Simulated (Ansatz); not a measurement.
**BP: the cell at several levels of theory**

One table from this session's results is given with a row withheld; the runs are named, their logs left out.

The runs shown are made with Ansatz 0.2.0. PAW datasets, plane waves, zero pressure. Calculated at 0 K for a non-magnetic cell.

## The cell

This is the cell as the run starts from it, not yet at rest; its lengths are not the crystal's.

The symmetry is F-43m (No. 216, cubic); conventional cell a = 4.380 Å, 10.50 Å³ an atom. Near B stand 4 P at 1.90 Å; near P stand 4 B at 1.90 Å.

Structure file:

```cif
data_structure
_symmetry_space_group_name_H-M 'P 1'
_symmetry_Int_Tables_number 1
_cell_length_a 3.0970
_cell_length_b 3.0970
_cell_length_c 3.0970
_cell_angle_alpha 60.000
_cell_angle_beta 60.000
_cell_angle_gamma 60.000
_cell_volume 21.00
loop_
_atom_site_label
_atom_site_type_symbol
_atom_site_fract_x
_atom_site_fract_y
_atom_site_fract_z
_atom_site_occupancy
B1 B 0.00000 0.00000 0.00000 1
P1 P 0.25000 0.25000 0.25000 1
```

The first run:

File input.yaml:

```yaml
crystal:
  lattice:
    - [0.0, 2.189889571, 2.189889571]
    - [2.189889571, 0.0, 2.189889571]
    - [2.189889571, 2.189889571, 0.0]
  atoms:
    - { symbol: B, position: [0.0, 0.0, 0.0] }
    - { symbol: P, position: [0.25, 0.25, 0.25] }
kpoints:
  mp_grid: { grid: [10, 10, 10] }
hamiltonian:
  xc: pbe
scf:
  occupations: { method: fermi_dirac, width: 0.02 }
relax:
  f_tol: 0.005
  cell: {}
```

Command:

```
$ ansatz run input.yaml --threads 4 --pin off --max-ram 7372MiB --backend cpu --events-out ev --progress --plain --runs-dir out
```

Among the steps run: Relaxing with PBE; Relaxing with r2SCAN; Relaxation with PBEsol; LDA: cell and atoms; Relaxation with HSE06.

One of the session's tables, all rows but one given; the rest of the session is left out.

It belongs to the step «The cells side by side». 

```
 level  a (Å)  volume (Å³/atom)
   PBE  4.548            11.762
r2SCAN      ?                 ?
PBEsol  4.520            11.545
   LDA  4.491            11.322
 HSE06  4.525            11.581
```

**Question.** Estimate the row for r2SCAN.

**Answer.** a (Å): 4.537; volume (Å³/atom): 11.671. In the column «a (Å)» it lies between HSE06 (4.525) and PBE (4.548).

The volume runs from LDA (least) to PBE (most), a spread of 3.9 %, or 1.3 % in length if all axes shared it alike. The meshes differ: PBE 10×10×10, r2SCAN 8×8×8, PBEsol 8×8×8, LDA 8×8×8, HSE06 6×6×6.
